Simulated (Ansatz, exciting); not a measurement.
Given: the input of a run of Ansatz 0.2.0 on Pd (Palladium). The given cell was strained at random by a few per cent at fixed volume. 

The input input.yaml:

```yaml
crystal:
  lattice:
    - [-0.011126, 1.955217, 1.941862]
    - [1.971074, 0.006341, 1.924395]
    - [1.964441, 1.931118, 0.012973]
  atoms:
    - { symbol: Pd, position: [0.023837, -0.016987, -0.002967] }
hamiltonian:
  xc: pbe
  pseudopotentials: { kind: paw }
kpoints:
  mp_grid: { grid: [12, 12, 12] }
scf:
  occupations: { method: fermi_dirac, width: 0.05 }
output:
  forces: true
  stress: true
  eigenvalues: true
```

Potentials or basis: Ansatz PAW.

The run is started by

```console
$ ansatz run input.yaml --threads 1 --pin off --max-ram 3584MiB --backend cpu --events-out ev --progress --plain --runs-dir out
```

Translate it to exciting (release sodium). Potentials or basis there: all-electron LAPW+lo, shipped species files, valence relativity iora*.

As run (cutoffs and basis follow the program's own potentials, and thresholds, step limits or extra output files can differ):

The input input.xml:

```xml
<input>
  <title>Pd</title>
  <structure speciespath="./" tshift="false">
    <crystal scale="1">
      <basevect>-0.021025092863 3.694824644212 3.669587351818</basevect>
      <basevect>3.724790031371 0.011982753356 3.636579505599</basevect>
      <basevect>3.712255477986 3.649284134335 0.024515417015</basevect>
    </crystal>
    <species speciesfile="Pd.xml" rmt="2.3">
      <atom coord="0.023837000000 -0.016987000000 -0.002967000000"/>
    </species>
  </structure>
  <groundstate do="fromscratch" ngridk="12 12 12" rgkmax="9" gmaxvr="14" lmaxapw="10" lmaxmat="10" lmaxvr="8" xctype="GGA_PBE" stype="Fermi Dirac" swidth="0.00183747" nempty="12" ValenceRelativity="iora*" epsengy="1e-05" epspot="1e-05" maxscl="60" tforce="true" outputlevel="normal"/>
  <properties>
    <chargedensityplot>
      <plot3d>
        <box grid="14 14 14">
          <origin coord="0 0 0"/>
          <point coord="1 0 0"/>
          <point coord="0 1 0"/>
          <point coord="0 0 1"/>
        </box>
      </plot3d>
    </chargedensityplot>
    <elfplot>
      <plot3d>
        <box grid="14 14 14">
          <origin coord="0 0 0"/>
          <point coord="1 0 0"/>
          <point coord="0 1 0"/>
          <point coord="0 0 1"/>
        </box>
      </plot3d>
    </elfplot>
    <exccplot>
      <plot3d>
        <box grid="14 14 14">
          <origin coord="0 0 0"/>
          <point coord="1 0 0"/>
          <point coord="0 1 0"/>
          <point coord="0 0 1"/>
        </box>
      </plot3d>
    </exccplot>
  </properties>
</input>
```

Potentials or basis: all-electron LAPW+lo, shipped species files, valence relativity iora*.

The run is started by

```bash
$ OMP_NUM_THREADS=1 exciting_smp
```

Both were run:

|  | Ansatz | exciting |
| --- | --- | --- |
| Energy over the undisturbed cell | 1.8 meV/atom | 1.8 meV/atom |

Where Ansatz's input types no cutoff or centring, it takes its own default and a Γ-centred mesh.
